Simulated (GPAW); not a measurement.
# C in GPAW: convergence with response cutoff (eV)

The system is C.

```
C
1.0
     2.52210    0.00000    0.00000
    -1.26105    2.18420    0.00000
     0.00000    0.00000    8.23710
C
8
Direct
  0.66667 0.33333 0.84375
  0.33333 0.66667 0.34375
  0.33333 0.66667 0.15625
  0.66667 0.33333 0.65625
  0.00000 0.00000 0.90625
  0.00000 0.00000 0.40625
  0.00000 0.00000 0.09375
  0.00000 0.00000 0.59375
```

This is a hexagonal form of diamond, not graphite.

```yaml
Program: GPAW 26.7.0
Task: dielectric tensor
Functional: LDA
Potentials_or_basis: the program's PAW data sets (release 1.2.1) made for this functional
Cutoff: 600 eV
Basis: pw
k_mesh: 10 × 10 × 3
Occupations: fermi-dirac, width 0.001 eV
Spin: no spin polarisation
Response_ecut: 10 eV
Maxiter: 150
Response_k_mesh: 11 × 11 × 3
Response_bands: 112
Kernels: "[\"RPA\"]"
Coarser_k_mesh: 11 × 11 × 3
```

These are the settings of the first run; the series varies response cutoff (eV), with any setting tied to it.

Hardware: 1 thread of Arm Neoverse V2, on a shared host.

```tsv
response cutoff (eV)	dielectric constant	SCF cycles	CPU time (s)	peak memory (GiB)
10	5.957	10	330	0.41
20	5.957	10	330	0.41
30	5.957	10	320	0.41
50	5.790	10	320	0.41
80	5.790	10	320	0.42
120	5.685	10	320	0.42
160	5.551	10	320	0.43
```

Not settled before the last step: the dielectric constant (to 0.05). The tightest run that finished is the yardstick and may itself not be fully converged.

Caveat, for the tightest run too: the long-wavelength limit can be off by a per cent or two.
